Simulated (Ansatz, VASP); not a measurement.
## B: VASP beside Ansatz

The input INCAR:

```
PREC = Accurate
ENCUT = 520
EDIFF = 1E-6
ISMEAR = -1
SIGMA = 0.1
LREAL = False
LASPH = True
NELM = 80
ALGO = Normal
ISIF = 2
LWAVE = False
LCHARG = False
GGA = CA
NBANDS = 8
```

KPOINTS

```
Automatic mesh
0
Gamma
  19 19 19
```

POSCAR

```
B
1.0
    1.8124382539      0.0000000000      0.0000000000
    0.0000000000      1.8124382539      0.0000000000
    0.0000000000      0.0000000000      1.8124382539
B
1
Direct
    0.0000000000      0.0000000000      0.0000000000
```

Input for Ansatz:

```yaml
crystal:
  lattice:
    - [1.8124382539, 0.0, 0.0]
    - [0.0, 1.8124382539, 0.0]
    - [0.0, 0.0, 1.8124382539]
  atoms:
    - { symbol: B, position: [0.0, 0.0, 0.0] }
hamiltonian:
  xc: lda
  pseudopotentials:
    kind: paw
    azcp:
      B: "pseudopotentials/B.paw.azcp"
basis:
  ecutwfc: 420
  fft_grid_basis: typed
kpoints:
  mp_grid: { grid: [19, 19, 19], shift: [0, 0, 0] }
magnetization:
  spin_polarized: false
scf:
  occupations: { method: fermi_dirac, width: 0.1 }
  lower_state_search: "off"
output:
  stress: true
```

Alike in both runs: task single point; functional LDA; k mesh 19 × 19 × 19; occupations fermi-dirac, width 0.1 eV; no spin polarisation.

|  | VASP | Ansatz |
| --- | --- | --- |
| version | VASP 6.6.1 | Ansatz 0.2.0 |
| potentials or method | VASP PAW LDA potentials, release 64 (B) | plane waves (420 eV) with PAW, scalar-relativistic |
| plane-wave cutoff (eV) | 520 | 420 |
| valence electrons in the cell | 3 | 3 |

```tsv
	VASP	Ansatz	Ansatz less VASP
pressure (GPa)	24.9	24.5	-0.46
```

Ansatz warned: «pseudo_functional_mismatch».

Caveats: so large a pressure means that the cell lies far from this level's equilibrium, or that cutoff or potentials fall short (VASP).
